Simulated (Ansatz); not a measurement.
Input and command of a calculation in Ansatz (plane waves; scalar-relativistic PAW potentials unless the input names others):

```yaml
crystal:
  lattice:
    - [2.6104537861, 0.0, 0.0]
    - [-1.305226893, 2.2607192941, 0.0]
    - [0.0, 0.0, 4.688913931]
  atoms:
    - { symbol: V, position: [0.6666666667, 0.3333333333, 0.75] }
    - { symbol: V, position: [0.3333333333, 0.6666666667, 0.25] }
basis:
  ecutwfc: 420
kpoints:
  mp_grid: { grid: [12, 12, 8] }
hamiltonian:
  xc: pbe
scf:
  occupations: { method: cold, width: 0.001 }
output:
  forces: true
  eigenvalues: true
  stress: true
```

```bash
ansatz run input.yaml --threads 1 --pin off --max-ram 2560MiB --backend cpu --events-out ev --progress --plain --runs-dir out
```

Abridged log:
```
Basis set: ecut = 420 eV, 549 PW (Γ), exchange–correlation on 36×36×64 points (8 copies of the dense FFT grid, shifted against one another)
Bands: 17, of which v1, the nominal top of the filled ones, is band 13 counted from 1 (12 counted from 0)
Symmetry: 24 space group operations
k-points: 95 of 1152
SCF iter   1: F=—  HF=-5824.319422 eV  |F-HF|=—  |Δ(HF+E_count)|=         —  Δρ=5.03e-3  dr2=5.80e-3  ethr=1.77e-3  ⟨swp⟩=3.1  Hψ=6351  notcnv=0
SCF iter   2: F=—  HF=-5824.318079 eV  |F-HF|=—  |Δ(HF+E_count)|=   1.34e-3  S|Δr|=    0.00e0  Δρ=1.67e-3  dr2=3.18e-4  ethr=2.23e-5  ⟨swp⟩=2.5  Hψ=3387  notcnv=0  defer=31
SCF iter   3: F=—  HF=-5824.318022 eV  |F-HF|=—  |Δ(HF+E_count)|=   5.70e-5  S|Δr|=    0.00e0  Δρ=6.84e-4  dr2=6.50e-5  ethr=1.22e-6  ⟨swp⟩=3.0  Hψ=3158  notcnv=0  defer=31
SCF iter   4: F=—  HF=-5824.318087 eV  |F-HF|=—  |Δ(HF+E_count)|=   6.46e-5  S|Δr|=    0.00e0  Δρ=5.98e-5  dr2=2.64e-7  ethr=2.50e-7  ⟨swp⟩=2.0  Hψ=2358  notcnv=0  defer=31
SCF iter   5: F=-5824.318087 eV  HF=-5824.318087 eV  |F-HF|=1.06e-10  |Δ(HF+E_count)|=   2.97e-7  S|Δr|=    0.00e0  Δρ=6.39e-6  dr2=4.68e-9  ethr=3.85e-10  ⟨swp⟩=4.5  Hψ=5215  notcnv=0
SCF 1 converged in 5 iterations: F = -5824.318087 eV  dr2 = 4.68e-9
SCF converged after 5 iterations
Stability not checked: this state was not tested for a lower state beside it, because cold or Methfessel-Paxton smearing, or corrected tetrahedra, fill the levels in a way that the test cannot read (fill_not_monotonic; see scf.lower_state_search)
Free energy (F): -5824.318087 eV
Harris-Foulkes:  -5824.318087 eV  (|F-HF|=1.06e-10)
Internal energy: -5824.318084 eV  (E = F + TS)
E sigma→0 (E₀):  -5824.318086 eV
Entropy (-TS):   -0.000003 eV (-0.002 meV/atom)
Fermi energy:    16.406061 eV
--- Forces (eV/Å), atoms counted from 1 ---
  atom   1  V      0.00000000     0.00000000     0.00000000
  atom   2  V      0.00000000     0.00000000     0.00000000
--- Stress (GPa, compression-positive) ---
       -0.303205       0.000000       0.000000
        0.000000      -0.303205       0.000000
        0.000000       0.000000       0.181635
  P = ⅓ Tr σ = -0.1416 GPa (-1.416 kbar)
```

Apart from outputs and empty bands, the input differs from a reference run on usual settings in scf.occupations.width: 0.15 → 0.001; scf.occupations.method: "gaussian" → "cold". The reference, at the same geometry, gave pressure -0.02 GPa, largest force 0.000 eV/Å, no gap on the mesh. This run converged in 5 SCF iterations (reference: 6) with an energy at zero smearing 0.04 meV/atom above the reference's, pressure -0.14 GPa, largest force 0.000 eV/Å, no gap on the mesh. Its k mesh, for so narrow a smearing in a metal, is looser than usual, yet energy, pressure and forces hardly moved.

The run took 2.3 s on 1 thread of Arm Neoverse V1, with other jobs on the host, peak memory 0.31 GiB.